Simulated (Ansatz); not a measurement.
Records of electronic-structure calculations.

```cif
data_mos2
_symmetry_space_group_name_H-M 'P 1'
_symmetry_Int_Tables_number 1
_cell_length_a 3.1847
_cell_length_b 3.1847
_cell_length_c 29.5000
_cell_angle_alpha 90.000
_cell_angle_beta 90.000
_cell_angle_gamma 120.000
_cell_volume 259.12
loop_
_atom_site_label
_atom_site_type_symbol
_atom_site_fract_x
_atom_site_fract_y
_atom_site_fract_z
_atom_site_occupancy
Mo1 Mo 0.33333 0.66667 0.50000 1
S2 S 0.66667 0.33333 0.55297 1
S3 S 0.66667 0.33333 0.44703 1
_calc_subject 'MoS2 (2H monolayer): band gap by G0W0 on HSE06'
_calc_method 'G0W0 on HSE06, plane waves, PAW (and 1 further level or step)'
_calc_program 'Ansatz 0.2.0'
_calc_settings_of_one_run 'cutoff 420 eV, 9×9×1 k-mesh, default PAW, empty bands 315, screening cutoff 66 eV, screening contour deformation, QP bands (v2, c2)'
_calc_cost '2 runs, 2.3 min in all on 1 × NVIDIA H100 80GB HBM3 (shared by 6 runs) with 3 threads of AMD EPYC 7R13 (Zen 3), shared host (the runs of this entry)'
_calc_notes 'In doubt: masses and optical values from hybrid runs of this build are listed as unsure (in some of the runs), which bears on the screening that GW takes from such a start. Values taken over the cell’s volume include its vacuum. The structure was relaxed with PBE. Limits: coarse mesh for a sheet; no spin-orbit coupling. Bands and cutoff are finite, so the gap is not at the basis limit. The miss can reach some tenths of an eV and take either sign; the mesh is an error of its own. The mesh in the plane is coarse for a sheet; gap and any exciton binding can still move on denser ones.'
_calc_hse06_gap '2.13 eV, direct'
_calc_g0w0_gap_on_the_mesh '2.63 eV, from k = (0.333, 0.333, 0.000) to k = (0.333, 0.333, 0.000)'
_calc_gw_settings '9×9×1 mesh, 315 empty bands, screening to 66 eV'
_calc_known_limits 'not at the basis limit; coarse mesh for a sheet; no spin-orbit coupling'
```

[Paths, hosts, dates, memory and timing lines, banners, echoed tables and standing remarks are left out of the program output.]

[Logs are printed without paths, hosts, clocks, repeated set-up lines and the standing remarks that a program may print on its own settings, such as how far it seeks lower states.]

[Runs of the session that timed out or met a known fault of the program may be left out.]

[Cells called generated may have been cut or substituted from an entry of the Crystallography Open Database or the Materials Project.]

[Hosts, paths, dates, database ids (printed as entryN), source tags and the programs' standing remarks are cut or masked in the printed files.]
